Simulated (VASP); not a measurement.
**HfO2 in VASP 6.6.1, single-point calculation**

INCAR

```
LCHARG = .FALSE.
LASPH = .TRUE.
IBRION = -1
LREAL = .FALSE.
EDIFF = 1E-7
ISIF = 2
PREC = Accurate
LWAVE = .FALSE.
NELM = 120
ISMEAR = -1
SIGMA = 0.02
ENCUT = 520
GGA = PE
ISYM = 1
NBANDS = 18
NSW = 0
```

KPOINTS

```
KPOINTS created by Atomic Simulation Environment
0
Gamma
8 8 8
0 0 0
```

POSCAR

```
Hf O
 1.0000000000000000
     0.1584675538000000    2.5864825802999998    2.5864825802999998
     2.5864825802999998    0.1584675538000000    2.5864825802999998
     2.5864825802999998    2.5864825802999998    0.1584675538000000
 Hf  O
   1   2
Cartesian
 -0.0000000000000000  0.0000000000000000  0.0000000000000000
  1.3140566257347566  1.3140566257347566  1.3140566257347563
  4.0173760886652419  4.0173760886652419  4.0173760886652419
```

The recommended PBE PAW datasets give the neutral cell 22 valence electrons.

Command

```
mpirun -np 1 vasp_std
```

OSZICAR

```
N       E                     dE             d eps       ncg     rms          rms(c)
DAV:   1     0.914325111827E+02    0.91433E+02   -0.12693E+04  2348   0.122E+03
DAV:   2    -0.318390158299E+02   -0.12327E+03   -0.11979E+03  3026   0.290E+02
DAV:   3    -0.357855803304E+02   -0.39466E+01   -0.39316E+01  2730   0.458E+01
DAV:   4    -0.358068693635E+02   -0.21289E-01   -0.21285E-01  2778   0.379E+00
DAV:   5    -0.358070003496E+02   -0.13099E-03   -0.13098E-03  2690   0.278E-01    0.527E+01
DAV:   6    -0.302330165753E+02    0.55740E+01   -0.19607E+01  2390   0.327E+01    0.445E+01
DAV:   7    -0.301539741831E+02    0.79042E-01   -0.65766E-01  2646   0.670E+00    0.299E+01
DAV:   8    -0.301418622098E+02    0.12112E-01   -0.21957E-01  2556   0.439E+00    0.909E+00
DAV:   9    -0.301248061595E+02    0.17056E-01   -0.55041E-02  2480   0.195E+00    0.266E+00
DAV:  10    -0.301248699512E+02   -0.63792E-04   -0.28264E-03  2754   0.415E-01    0.263E-01
DAV:  11    -0.301249260150E+02   -0.56064E-04   -0.14940E-04  2702   0.109E-01    0.181E-01
DAV:  12    -0.301249353188E+02   -0.93038E-05   -0.28044E-05  2566   0.361E-02    0.652E-03
DAV:  13    -0.301249361187E+02   -0.79986E-06   -0.15075E-06  2826   0.939E-03    0.213E-03
DAV:  14    -0.301249363723E+02   -0.25365E-06   -0.12481E-07  2510   0.248E-03    0.665E-03
DAV:  15    -0.301249363059E+02    0.66487E-07   -0.82349E-09  1642   0.654E-04
   1 F= -.30124936E+02 E0= -.30124936E+02  d E =-.977971E-11
```

From OUTCAR

```
k-points           NKPTS =     65   k-points in BZ     NKDIM =     65   number of bands    NBANDS=     18

   NELECT =      22.0000    total number of electrons

   dimension x,y,z NGX =    28 NGY =   28 NGZ =   28
   dimension x,y,z NGXF=    56 NGYF=   56 NGZF=   56

  energy-cutoff  :      520.00
  volume of cell :       31.43
      direct lattice vectors                 reciprocal lattice vectors
     0.158467554  2.586482580  2.586482580    -0.212050430  0.199808636  0.199808636
     2.586482580  0.158467554  2.586482580     0.199808636 -0.212050430  0.199808636
     2.586482580  2.586482580  0.158467554     0.199808636  0.199808636 -0.212050430

 k-points in reciprocal lattice and weights: KPOINTS created by Atomic Simulation Env
   0.00000000  0.00000000  0.00000000       0.002
   0.12500000 -0.00000000 -0.00000000       0.012
   0.25000000 -0.00000000 -0.00000000       0.012
   0.37500000 -0.00000000 -0.00000000       0.012
   0.50000000 -0.00000000 -0.00000000       0.006
   0.12500000  0.12500000 -0.00000000       0.012
   0.25000000  0.12500000 -0.00000000       0.023
   0.37500000  0.12500000  0.00000000       0.023
   ...

 E-fermi :   4.9489

 k-point     1 :       0.0000    0.0000    0.0000
  band No.  band energies     occupation
      1     -24.9769      2.00000
      2     -24.9158      2.00000
      3     -24.9158      2.00000
      4     -14.3825      2.00000
      5     -11.1608      2.00000
      6      -1.1976      2.00000
      7      -0.8598      2.00000
      8      -0.8598      2.00000
      9       3.8767      2.00000
     10       3.8767      2.00000
     11       4.0990      2.00000
     12       8.5651      0.00000
     13       8.5651      0.00000
     14      10.7028      0.00000
     15      14.9333      0.00000
     16      15.5691      0.00000
     17      15.5691      0.00000
     18      17.4879      0.00000

 k-point     2 :       0.1250   -0.0000   -0.0000
  band No.  band energies     occupation
      1     -25.0121      2.00000
      2     -24.9765      2.00000
      3     -24.9285      2.00000
      4     -14.1379      2.00000
      5     -11.3628      2.00000
      6      -0.9964      2.00000
      7      -0.7036      2.00000
      8      -0.4291      2.00000
      9       3.3897      2.00000
     10       3.5952      2.00000
     11       3.7472      2.00000
     12       8.8428      0.00000
     13       8.9424      0.00000
     14      11.3197      0.00000
     15      14.6464      0.00000
     16      14.8670      0.00000
     17      15.3557      0.00000
     18      18.1978      0.00000

 k-point     3 :       0.2500   -0.0000   -0.0000
  band No.  band energies     occupation
      1     -25.2197      2.00000
      2     -24.9892      2.00000
      3     -24.9588      2.00000
      4     -13.5806      2.00000
      5     -11.7409      2.00000
      6      -0.5450      2.00000
      7      -0.3420      2.00000
      8       0.5932      2.00000
      9       2.4388      2.00000
     10       3.0876      2.00000
     11       3.1369      2.00000
     12       9.2112      0.00000
     13       9.5735      0.00000
     14      11.8979      0.00000
     15      14.0946      0.00000
     16      14.5479      0.00000
     17      14.9478      0.00000
     18      17.9530      0.00000

 ...

  Total        2.2333611      2.2333611      2.2333611     -0.8892879     -0.8892879     -0.8892879
  in kB      113.8473336    113.8473336    113.8473336    -45.3321482    -45.3321482    -45.3321482
  external PRESSURE =     113.8473336 kB  Pullay stress =       0.0000000 kB

 POSITION                                       TOTAL-FORCE (eV/Angst)
 -----------------------------------------------------------------------------------
      0.00000      0.00000      0.00000        -0.000000     -0.000000     -0.000000
      1.31406      1.31406      1.31406        -0.012571     -0.012571     -0.012571
      4.01738      4.01738      4.01738         0.012571      0.012571      0.012571
 -----------------------------------------------------------------------------------
    total drift:                               -0.000000     -0.000000     -0.000000

  FREE ENERGIE OF THE ION-ELECTRON SYSTEM (eV)
  ---------------------------------------------------
  free  energy   TOTEN  =       -30.1249363059 eV

  energy  without entropy=      -30.1249363059  energy(sigma->0) =      -30.12493631
```

It converged. Results: gap between bands v and c on the k mesh 3.94 eV; least direct gap on the k mesh 3.94 eV; pressure 11.4 GPa; largest force 0.02 eV/Å. Band v is the last that the valence electrons fill when counted band by band, and c is the next.

For comparison, a separate PBE run of the intended cell, on usual settings and not on those above, gives a gap of 3.94 eV on its mesh and a pressure of 11.4 GPa.

The run above took about 30 s on one core of a shared host (Intel Xeon Platinum 8488C) and held 0.18 GiB at most.
